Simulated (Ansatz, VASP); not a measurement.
Two plane-wave programs on BN

Contents of INCAR:

```
ALGO     = Normal         # electronic algorithm
EDIFF    = 1E-6           # SCF threshold, eV
ENCUT    = 520            # plane-wave cutoff, eV
GGA      = PE             # functional
ISIF     = 2              # what is computed and relaxed
ISMEAR   = 0              # smearing method
IVDW     = 12             # dispersion correction
LASPH    = T              # aspherical terms in the spheres
LCHARG   = F              # write CHGCAR
LREAL    = F              # projectors in reciprocal space
LWAVE    = F              # write WAVECAR
NBANDS   = 16             # bands
NELM     = 80             # most SCF steps
PREC     = Accurate       # precision mode
SIGMA    = 0.05           # smearing width, eV
```

Contents of KPOINTS:

```
k-points
0
Gamma
  12 12 4
```

File POSCAR:

```
BN
1.0
    2.5443861829      0.0000000000      0.0000000000
   -1.2721930914      2.2035030714      0.0000000000
    0.0000000000      0.0000000000      6.5103890161
B N
2 2
Direct
    0.0000000000      0.0000000000      0.5000000000
    0.3333333333      0.6666666667      0.0000000000
    0.0000000000      0.0000000000      0.0000000000
    0.6666666667      0.3333333333      0.5000000000
```

Input for Ansatz:

```yaml
crystal:
  lattice:
    - [2.5443861829, 0.0, 0.0]
    - [-1.2721930914, 2.2035030714, 0.0]
    - [0.0, 0.0, 6.5103890161]
  atoms:
    - { symbol: B, position: [0.0, 0.0, 0.5] }
    - { symbol: B, position: [0.3333333333, 0.6666666667, 0.0] }
    - { symbol: "N", position: [0.0, 0.0, 0.0] }
    - { symbol: "N", position: [0.6666666667, 0.3333333333, 0.5] }
basis:
  ecutwfc: 420
kpoints:
  mp_grid: { grid: [12, 12, 4] }
hamiltonian:
  xc: pbe
  dispersion: d3bj
scf:
  occupations: { method: gaussian, width: 0.05 }
output:
  forces: true
  stress: true
  eigenvalues: true
```

Alike in both runs: task single point; functional PBE; dispersion D3(BJ); k mesh 12 × 12 × 4; occupations gaussian, width 0.05 eV; no spin polarisation.

```csv
,VASP,Ansatz
version,VASP 6.6.1,Ansatz 0.2.0
potentials or method,"VASP PAW PBE potentials, release 64 (B, N)","scalar-relativistic, plane waves, PAW"
plane-wave cutoff (eV),520,420
valence electrons in the cell,16,16
```

|  | VASP | Ansatz | Ansatz less VASP |
| --- | --- | --- | --- |
| gap on the k mesh at the Fermi level (eV) | 4.25 | 4.26 | +0.006 |
| least direct gap on the mesh (eV) | 4.32 | 4.32 | +0.003 |
| pressure (GPa) | -10.2 | -10.3 | -0.08 |
| largest component of the traceless stress (GPa) | 10.53 | 10.72 | +0.183 |

A k mesh can miss the band edges. As with any semilocal functional, this PBE gap is likely too small.
